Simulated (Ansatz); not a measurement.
Runs of Ansatz 0.2.0 on Sn. Symmetry: Immm, No. 71, orthorhombic system. The conventional cell has a = 3.453 Å, b = 3.551 Å, c = 4.677 Å, α = 90.00°, β = 90.00°, γ = 90.00°. Sn (site symmetry mmm) is surrounded by 12 Sn at 3.41 to 3.55 Å. This isn't the form of Sn at room conditions, which is tetragonal (white tin).

```tsv
task	level	spin	cell	k mesh	cutoff (eV)	points for each segment of the path	gap on the mesh (eV)	pressure (GPa)	relaxed volume (Å³/atom)
relaxation of cell and atoms	RPBE+D4	off	relaxed	11 × 11 × 11	420	-	none	0.0	(b)
band structure	r2SCAN	SOC, no magnetisation	as given	8 × 8 × 8	500	14	none	-2.3	-
relaxation of cell and atoms	PBEsol+D4	off	relaxed	11 × 11 × 11	420	-	none	0.0	25.87
relaxation of cell and atoms	PBEsol+D3(BJ)	off	relaxed	11 × 11 × 11	420	-	none	0.0	25.39
relaxation of cell and atoms	RPBE+D3(BJ)	off	relaxed	11 × 11 × 11	420	-	none	0.0	(a)
```

Alike in all rows: potentials or basis Ansatz PAW; smearing fermi-dirac 0.05 eV.

Question: Estimate the missing entries.

Answer: (a) 20.84; (b) 26.65.

Caveats: the PAW data sets come from PBE, with cores solved anew for the run's functional, which leaves a small shift of forces and pressure; the plane-wave basis is chosen anew once the cell has moved, so the energies of steps on either side of that aren't comparable (some runs); pairwise dispersion overbinds metals, which lowers pressure and volume (some runs); the volume moved by over 15 % at a fixed basis, so the end points are rough (some runs).

A k mesh can miss the band edges, and rows without SOC leave out spin-orbit coupling on Sn.

A gap of «none» marks a metal or a gap under the smearing width.

Runs at the PBE level aren't shown here.
